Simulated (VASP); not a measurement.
Write the native input for VASP 6.6.1 that does the following.

| Item | Value |
| --- | --- |
| Task | single point |
| Functional | PBEsol |
| Potentials or basis | VASP PAW PBE potentials, release 64 (Lu, H) |
| Cutoff | 520 eV |
| k mesh | 6 × 6 × 6 |
| Occupations | gaussian, width 0.1 eV |
| Spin | no spin polarisation |
| Dipole correction | no |
| Further INCAR settings | ALGO = Normal; EDIFF = 1e-06; NBANDS = 20 |

The structure of LuH2 (mp) lies in POSCAR:

```
LuH2
1.0
    0.0000000000      2.5165000000      2.5165000000
    2.5165000000      0.0000000000      2.5165000000
    2.5165000000      2.5165000000      0.0000000000
Lu H
1 2
Direct
    0.0000000000      0.0000000000      0.0000000000
    0.2500000000      0.2500000000      0.2500000000
    0.7500000000      0.7500000000      0.7500000000
```

One way to write it, as run:

INCAR

```
SYSTEM = LuH2
PREC = Accurate
ENCUT = 520
EDIFF = 1E-6
ISMEAR = 0
SIGMA = 0.1
LREAL = .False.
LASPH = .True.
NELM = 100
ALGO = Normal
ISIF = 2
LWAVE = .False.
LCHARG = .True.
GGA = PS
LELF = .True.
LVHAR = .True.
NBANDS = 20
```

KPOINTS

```
Automatic mesh
0
Gamma
  6 6 6
  0 0 0
```

Potentials or basis: VASP PAW PBE potentials, release 64 (Lu, H).

Run with:

```console
$ cat potpaw_PBE.64/Lu/POTCAR potpaw_PBE.64/H/POTCAR > POTCAR
$ mpirun -np 1 vasp_std > vasp.out
```

It gave:

| Item | Value |
| --- | --- |
| Pressure | -3.9 GPa |
| Band gap on the k mesh | none (metal or under the smearing width) |

Caveat: the k mesh is coarse (spacing up to 0.36 Å⁻¹), so the values aren't converged; the PAW data sets were made with another functional, which shifts forces and pressure a little.

Run time: 7.2 s on 1 thread of Intel(R) Xeon(R) 6975P-C (Granite Rapids), on a shared host, peak memory 0.16 GiB.
